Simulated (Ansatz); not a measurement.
# Iron, fcc under PBE: ground state and equation of state

The plan for iron in the fcc structure: relax it, solve it on a dense k-mesh, switch on spin-orbit coupling, then scale the cell to 7 volumes from 88 to 112 % of the relaxed one and try a fit of the equation of state. The start is antiferromagnetic (type I, layers along [001]). The k-meshes are 12×12×9 for the relaxation; 21×21×14 for the dense run; 13×13×9 for spin-orbit coupling; 15×15×10 for the volumes.

Method: DFT PBE, plane waves (420 eV) with PAW, scalar-relativistic, in Ansatz 0.2.0.

### Step 1. The starting structure

It takes space group Fm-3m (No. 225, cubic). The conventional cell has a = 3.612 Å, b = 3.612 Å, c = 3.612 Å, α = 90.00°, β = 90.00°, γ = 90.00°. Fe (site symmetry m-3m) has 12 Fe at 2.55 Å as nearest neighbours.

Coordinates:

```xyz
2
Lattice="2.5538 0.0000 0.0000 0.0000 2.5538 0.0000 0.0000 0.0000 3.6116" Properties=species:S:1:pos:R:3 pbc="T T T"
Fe    0.0000    0.0000    0.0000
Fe    1.2769    1.2769    1.8058
```

Starting moments (μB): +2.5, -2.5.

### Step 2. Relaxing cell and atoms

The input, input.yaml:

```yaml
crystal:
  lattice:
    - [2.5537611755, 0.0, 0.0]
    - [0.0, 2.5537611755, 0.0]
    - [0.0, 0.0, 3.6115636895]
  atoms:
    - { symbol: Fe, position: [0.0, 0.0, 0.0], spin: 2.5 }
    - { symbol: Fe, position: [0.5, 0.5, 0.5], spin: -2.5 }
hamiltonian:
  xc: pbe
  pseudopotentials:
    kind: paw
    azcp:
      Fe: "pseudopotentials/Fe.paw.azcp"
basis:
  ecutwfc: 420
  fft_grid_basis: typed
kpoints:
  mp_grid: { grid: [12, 12, 9], shift: [0, 0, 0] }
magnetization:
  spin_polarized: true
scf:
  occupations: { method: fermi_dirac, width: 0.05 }
relax:
  max_steps: 60
  f_tol: 0.01
  cell: {}
```

Command:

```
$ ansatz run input.yaml --threads 1 --pin off --max-ram 3584MiB --backend cpu --events-out ev --progress --plain --runs-dir out
```

Further steps of the session: The energy on a finer k-mesh; Spin-orbit coupling switched on; The cell scaled to 88 % of its volume; The cell scaled to 92 % of its volume; The cell scaled to 96 % of its volume; The cell scaled to 100 % of its volume; The cell scaled to 104 % of its volume; The cell scaled to 108 % of its volume; The cell scaled to 112 % of its volume.

What does the calculation give? Wanted: space group; conventional cell; volume; shortest distance; gap on the mesh; magnetic state; relative to bcc, ferromagnetic; magnetic state with spin-orbit coupling; V₀, B₀, B₀′.

**Answer**, as computed:

| quantity | value |
| --- | --- |
| space group (spins left aside) | I4/mmm (No. 139) |
| conventional cell | a = 2.421 Å, c = 3.681 Å (c/a = 1.520) |
| volume | 10.792 Å³/atom |
| shortest distance | 2.421 Å |
| gap on the mesh | none (levels filled in part) |
| magnetic state | antiferromagnetic, up to 1.54 μB per atom |
| relative to bcc, ferromagnetic | +86 meV/atom |
| magnetic state with spin-orbit coupling | antiferromagnetic, up to 1.48 μB per atom |
| V₀, B₀, B₀′ | 10.791 Å³/atom, 200 GPa, 4.9 |

From the guessed start the volume shrank by 8.4 % in 6 steps. The cell has left its prototype: it ends as I4/mmm. What follows belongs to that structure, not to the type named at the start. It lies 86 meV/atom above the element's reference form at the same level (bcc, ferromagnetic, from a run of its own). The final state is antiferromagnetic (largest moment 1.54 μB). No gap shows: it is a metal or semimetal at this level. The largest spin moment is 1.48 μB in the spin-orbit run and 1.54 μB without; mesh and site projection of the two kinds of run can differ, so the change can't be laid on spin-orbit coupling. Totals with and without spin-orbit coupling (-0.20 eV/atom apart) can't be read as binding, since the two-component data shift the zero of energy. The moment runs from 1.08 to 1.92 μB across the volumes, and this change enters B₀ and B₀′. The fitted modulus is 200 GPa; letting shape and positions relax at each volume could only lower it.
